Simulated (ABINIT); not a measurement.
Crystal: V.

```
V
1.0
    -1.51435    1.51435    1.51435
     1.51435   -1.51435    1.51435
     1.51435    1.51435   -1.51435
V
1
Direct
  0.00000 0.00000 0.00000
```

| Quantity | Value |
| --- | --- |
| Program | ABINIT 10.8.3 (patched build) |
| Task | relaxation of cell and atoms |
| Functional | PBEsol |
| Potentials or basis | JTH PAW PBE v2.0 |
| Cutoff | 408 eV |
| k mesh | 9 × 9 × 9 |
| Occupations | fermi-dirac, width 0.05 eV |
| Spin | collinear spin, ferromagnetic start |
| Starting moments | [2.0] μB |

At the start: pressure -11.4 GPa; volume 13.89 Å³/atom.

Where does the relaxation end?

Over 5 steps the energy falls by 35.5 meV/atom and the volume is 12.95 Å³/atom (-6.8 %); space group Im-3m (No. 229, to 0.05 Å); moment 0.00 μB per cell.

Step by step:
| step | energy change (eV) | largest force (eV/Å) | pressure (GPa) | volume (Å³) |
| --- | --- | --- | --- | --- |
| 1 | 0.0000 | 0.0000 | -11.37 | 13.89 |
| 2 | -0.0263 | 0.0000 | -6.13 | 13.41 |
| 3 | -0.0354 | 0.0000 | 0.57 | 12.91 |
| 4 | -0.0355 | 0.0000 | -0.02 | 12.95 |
| 5 | -0.0355 | 0.0000 | 0.00 | 12.95 |

Final structure:
```cif
data_structure
_symmetry_space_group_name_H-M 'P 1'
_symmetry_Int_Tables_number 1
_cell_length_a 2.5621
_cell_length_b 2.5621
_cell_length_c 2.5621
_cell_angle_alpha 109.471
_cell_angle_beta 109.471
_cell_angle_gamma 109.471
_cell_volume 12.95
loop_
_atom_site_label
_atom_site_type_symbol
_atom_site_fract_x
_atom_site_fract_y
_atom_site_fract_z
_atom_site_occupancy
V1 V 0.00000 0.00000 0.00000 1
```

Caveat: the PAW data sets were made with another functional, which shifts forces and pressure a little.
